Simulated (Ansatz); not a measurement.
Bulk modulus against equilibrium volume per atom in crystals of space group Fm-3m

Energy against volume at fixed shape and fractional coordinates by the named method, from the given cell, third-order Birch-Murnaghan fit where the minimum lies in the range, no spin or spin-orbit, a sheet repeats along a, b. The results are calculated, by Ansatz 0.2.0.

Settings of every row: method r2SCAN; periodic directions 3; potentials PAW; wave cutoff 500 eV.

Limits: cells from prototypes or lists of computed structures, which needn't be the stable phases (MgS, CdS, CdSe, CaSe, SnSe, SrTe, BaTe); cells and atoms come from relaxations with r2SCAN.

Limits of some rows: the entry's cell lengths or inner coordinates differ somewhat from later room-temperature determinations (MgSe).

Each row is one crystal in space group Fm-3m (No. 225) with 2 atoms in the cell and the same ratio of atoms; x is the equilibrium volume per atom, y the bulk modulus.

| row | formula | k mesh | smearing width (eV) | equilibrium volume per atom (Å³) | bulk modulus (GPa) |
| --- | --- | --- | --- | --- | --- |
| 1 | MgS | 8x8x8 | 0 | 17.607 | 79.8 |
| 2 | CdS | 6x6x6 | 0 | 20.281 | 82.4 |
| 3 | MgSe | 6x6x6 | 0 | 20.491 | 66.2 |
| 4 | CdSe | 6x6x6 | 0.02 | 22.987 | 69.7 |
| 5 | CaSe | 6x6x6 | 0 | 26.130 | 52.0 |
| 6 | SnSe | 6x6x6 | 0.02 | 27.043 | 53.9 |
| 7 | BaS | 6x6x6 | 0 | 33.154 | 44.5 |
| 8 | SrTe | 6x6x6 | 0 | 37.701 | ? |
| 9 | BaTe | 6x6x6 | 0 | 44.048 | 30.6 |

Question: what bulk modulus should SrTe (row 8) have?

Worked estimate. Within a structure type the bulk modulus often falls roughly as a power of the volume, so take logarithms of both. The shown rows have ln x = 2.868, 3.010, 3.020, 3.135, 3.263, 3.297, 3.501, 3.785 and ln y = 4.380, 4.412, 4.193, 4.244, 3.951, 3.987, 3.795, 3.421. The means are 3.235 and 4.048; the sums about them are S_xx = 0.6194 and S_xy = -0.6732, so the exponent is -1.09, and the standard deviation about the line is 8.6 %. Row 8 has ln x = 3.630, so ln y = 4.048 − 1.09 × (3.630 − 3.235) = 3.617 and y = 37.2 GPa.

The calculation gave 34.9 GPa. The line lies 2.3 GPa too high, within two standard deviations. The line sums up these rows, a set chosen because a line describes it; it is no law, within this structure type or beyond it.
